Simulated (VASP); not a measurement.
Runs of VASP 6.6.1 on Au. Symmetry: Pm-3m, No. 221, cubic system. The conventional cell has a = 2.748 Å, b = 2.748 Å, c = 2.748 Å, α = 90.00°, β = 90.00°, γ = 90.00°. Au (site symmetry m-3m) is surrounded by 6 Au at 2.75 Å. The cell was built by a generator and needn't be a form met in nature.

```csv
level,further INCAR settings,pressure (GPa)
RPBE,ALGO = Fast; EDIFF = 1e-06,3.4
TPSS,ALGO = Normal; EDIFF = 1e-06,-2.8
PBEsol,ALGO = Fast; EDIFF = 1e-06,-6.5
revPBE,ALGO = Fast; EDIFF = 1e-06,(a)
```

Alike in all rows: task band structure; potentials or basis VASP PAW PBE potentials, release 64 (Au); no spin polarisation; cell as given; k mesh 10 × 10 × 10; cutoff (eV) 520; smearing fermi-dirac 0.05 eV.

Problem. Estimate the missing entries.

Solution. (a) 2.4.

Caveats: the PAW data sets were made with another functional, which shifts forces and pressure a little.

Runs at the PBE level aren't shown here.
